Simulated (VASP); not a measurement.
HfSiO4:

```
Hf Si O
1.0
     4.23704    0.00000    0.00000
     0.00000    2.92004    0.00000
    -0.04543    0.00000    5.07691
Hf Si O
1 1 4
Direct
  0.00000 0.50000 0.50000
  0.00000 0.00000 0.00000
  0.77122 0.00000 0.66993
  0.76321 0.50000 0.15997
  0.23679 0.50000 0.84003
  0.22878 0.00000 0.33007
```

The cell was built by a generator and needn't be a form met in nature.

```yaml
Program: VASP 6.6.1
Task: relaxation of cell and atoms
Functional: PBE
Potentials_or_basis: VASP PAW PBE potentials, release 64 (Hf_pv, Si, O)
Cutoff: 520 eV
k_mesh: 3 × 5 × 3
Occupations: gaussian, width 0.15 eV
Spin: no spin polarisation
```

At the start: pressure 21.3 GPa; volume 10.47 Å³/atom.

Q: How do energy, volume and symmetry change on relaxing?

A: Over 14 steps the energy falls by 270.7 meV/atom and the volume is 12.22 Å³/atom (+16.8 %); space group P2/m (No. 10, to 0.05 Å).

Step by step:
```
step  energy change (eV)  largest force (eV/Å)  pressure (GPa)  volume (Å³)
   1              0.0000                4.1260           21.33        62.81
   2              0.1570                3.2728          -26.90        76.32
   3             -1.0656                1.9007           -8.53        68.69
   4             -1.0679                1.9067           -7.87        68.44
   5             -1.4090                0.7695            4.32        66.00
   6             -1.4259                0.5795            1.80        66.41
   7             -1.4905                0.3128            2.62        67.23
   8             -1.5028                0.4939            3.36        67.80
   9             -1.5450                0.4109            0.91        69.37
  10             -1.5724                0.4589           -2.75        71.98
  11             -1.6088                0.2321           -1.03        72.50
  12             -1.6158                0.2256            0.47        72.81
  13             -1.6223                0.0867            0.48        73.10
  14             -1.6239                0.0399            0.36        73.34
```

Final structure:
```
CELL_PARAMETERS angstrom
4.71610 0.00000 -0.04125
0.00000 3.00193 0.00000
-0.10640 0.00000 5.18128
ATOMIC_POSITIONS crystal
Hf 0.00000 0.50000 0.50000
Si 0.00000 0.00000 0.00000
O 0.80190 0.00000 0.70002
O 0.80200 0.50000 0.13430
O 0.19800 0.50000 0.86570
O 0.19810 0.00000 0.29998
```

Caveat: the k mesh is coarse (spacing up to 0.49 Å⁻¹), so the values aren't converged; the volume moved by over 15 % at a fixed basis, so the end points are rough.
